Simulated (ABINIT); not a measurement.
The system is Ag.

```
Ag
1.0
     0.00000    2.04275    2.04275
     2.04275    0.00000    2.04275
     2.04275    2.04275    0.00000
Ag
1
Direct
  0.00000 0.00000 0.00000
```

Base run:

```yaml
Program: ABINIT 10.8.3 (patched build)
Functional: r2SCAN
Potentials_or_basis: JTH PAW LDA v2.0
Cutoff: 544 eV
k_mesh: 11 × 11 × 11
Occupations: fermi-dirac, width 0.05 eV
Spin: no spin polarisation
```

Its results: band gap on the k mesh none (metal or under the smearing width); pressure 0.9 GPa.

**Question.** The run is repeated on the same cell with these changes: functional from r2SCAN to PBEsol; potentials or basis from JTH PAW LDA v2.0 to PseudoDojo NC SR PBEsol v0.4 stringent; cutoff from 544 eV to 1116 eV; valence electrons from 11 to 19. What comes out?

**Answer.** Band gap on the k mesh none (metal or under the smearing width); pressure -3.1 GPa.

Caveats: the PAW data sets were made with another functional, which shifts forces and pressure a little (some runs).
